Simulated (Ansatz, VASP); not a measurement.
**Two plane-wave programs on Cd**

Contents of INCAR:

```
SYSTEM = Cd
PREC     = Accurate       ! precision mode
ENCUT    = 520            ! plane-wave cutoff, eV
EDIFF    = 1E-7           ! SCF threshold, eV
ISMEAR   = 1              ! smearing method
SIGMA    = 0.2586         ! smearing width, eV
LREAL    = .False.        ! projectors in reciprocal space
LASPH    = .True.         ! aspherical terms in the spheres
NELM     = 80             ! most SCF steps
ALGO     = Normal         ! electronic algorithm
ISIF     = 2              ! what is computed and relaxed
LWAVE    = .False.        ! write WAVECAR
LCHARG   = .False.        ! write CHGCAR
GGA      = RE             ! functional
NBANDS   = 19             ! bands
```

File KPOINTS:

```
Automatic mesh
0
Gamma
  6 6 4
  0 0 0
```

Contents of POSCAR:

```
Cd
1.0
    3.2871350000      0.0000000000      0.0000000000
   -1.6435680000      2.8467470000      0.0000000000
    0.0000000000      0.0000000000      5.1539800000
Cd
2
Direct
    0.3333300000      0.6666700000      0.2500000000
    0.6666600000      0.3333300000      0.7500000000
```

Input for Ansatz:

```yaml
crystal:
  lattice:
    - [3.287135, 0.0, 0.0]
    - [-1.643568, 2.846747, 0.0]
    - [0.0, 0.0, 5.15398]
  atoms:
    - { symbol: Cd, position: [0.33333, 0.66667, 0.25] }
    - { symbol: Cd, position: [0.66666, 0.33333, 0.75] }
  symmetry: { tolerance: 0.0003 }
kpoints:
  mp_grid: { grid: [6, 6, 4], shift: [0, 0, 0] }
magnetization:
  spin_polarized: false
scf:
  occupations: { method: methfessel_paxton, width: 0.2586 }
  algorithm: direct_min
hamiltonian:
  pseudopotentials: { kind: paw }
  xc: revpbe
basis:
  ecutwfc: 500
  ecutrho_ratio: 6
output:
  forces: true
  stress: true
  eigenvalues: true
```

The cell was built by a generator and needn't be a form met in nature.

Alike in both runs: task single point; functional revPBE; k mesh 6 × 6 × 4; occupations methfessel-paxton of order 1, width 0.2586 eV; no spin polarisation.

|  | VASP | Ansatz |
| --- | --- | --- |
| version | VASP 6.6.1 | Ansatz 0.2.0 |
| potentials or method | VASP PAW PBE potentials, release 64 (Cd) | PAW plane waves |
| plane-wave cutoff (eV) | 520 | 500 |
| valence electrons in the cell | 24 | 40 |

```tsv
	VASP	Ansatz	Ansatz less VASP
gap on the k mesh at the Fermi level (eV)	none	none	-
pressure (GPa)	-0.6	-0.8	-0.17
largest component of the traceless stress (GPa)	0.61	0.60	-0.010
```

A gap of «none» marks a metal or a gap that the smearing closes. The two sets of potentials don't hold the same shells in valence. Ansatz warned: «structure_snapped_to_symmetry».

Caveats: the k mesh is coarse (spacing up to 0.37 Å⁻¹), so the values aren't converged; the PAW data sets were made with another functional, which shifts forces and pressure a little (VASP).
